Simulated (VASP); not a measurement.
**VASP 6.6.1 run: Si**

INCAR

```
IBRION = -1
ALGO = Conjugate
SIGMA = 0.02
NBANDS = 11
ISMEAR = -1
LWAVE = .FALSE.
NELM = 74
ISIF = 2
PREC = Accurate
NSW = 0
EDIFF = 1E-7
LCHARG = .FALSE.
LASPH = .TRUE.
LREAL = .FALSE.
ENCUT = 800
GGA = PE
```

KPOINTS

```
KPOINTS created by Atomic Simulation Environment
0
Gamma
8 8 8
0 0 0
```

POSCAR

```
Si
 1.0000000000000000
     0.0000000000000000    2.6676765176999999    2.7620476182000000
     2.6676765176999999    0.0000000000000000    2.7620476182000000
     2.6676765176999999    2.6676765176999999    0.0000000000000000
 Si
   2
Cartesian
  0.0000000000000000  0.0000000000000000  0.0000000000000000
  1.3338382588500000  1.3338382588500000  1.3810238091000000
```

The recommended PBE PAW datasets give the neutral cell 8 valence electrons.

Command

```
mpirun -np 1 vasp_std
```

Task: How does this run end, and what does it give?

Result: It converged. Results: gap between bands v and c on the k mesh 0.40 eV; least direct gap on the k mesh 2.45 eV; pressure 3.8 GPa. Band v is the last that the valence electrons fill when counted band by band, and c is the next.

OSZICAR

```
N       E                     dE             d eps       ncg     rms           ort
DAV:   1     0.107739541918E+02    0.10774E+02   -0.51239E+03   649   0.936E+02
DAV:   2    -0.102566015351E+02   -0.21031E+02   -0.19949E+02   649   0.985E+01
DAV:   3    -0.110038301401E+02   -0.74723E+00   -0.74452E+00   649   0.155E+01
DAV:   4    -0.110097892554E+02   -0.59591E-02   -0.59581E-02   649   0.162E+00
DAV:   5    -0.110098436061E+02   -0.54351E-04   -0.54350E-04   649   0.149E-01
SDA:   6    -0.107577678206E+02    0.25208E+00   -0.54350E-04   649   0.136E+00   0.000E+00
CGA:   7    -0.108102857287E+02   -0.52518E-01   -0.52566E-01   649   0.124E-01  -0.262E-03
CGA:   8    -0.108171087940E+02   -0.68231E-02   -0.68286E-02   649   0.198E-02  -0.193E-04
CGA:   9    -0.108180587658E+02   -0.94997E-03   -0.95057E-03   649   0.173E-03  -0.249E-05
CGA:  10    -0.108181315618E+02   -0.72796E-04   -0.72811E-04   649   0.988E-05  -0.972E-07
CGA:  11    -0.108181356806E+02   -0.41188E-05   -0.41312E-05   649   0.806E-06  -0.956E-07
CGA:  12    -0.108181360546E+02   -0.37400E-06   -0.36822E-06   649   0.776E-07   0.382E-07
SDA:  13    -0.108181360839E+02   -0.29291E-07   -0.28807E-07   649   0.112E-07   0.222E-07
   1 F= -.10818136E+02 E0= -.10818136E+02  d E =-.244400E-06
```

For comparison, a separate PBE run of the intended cell, on usual settings and not on those above, gives a gap of 0.40 eV on its mesh and a pressure of 3.8 GPa.
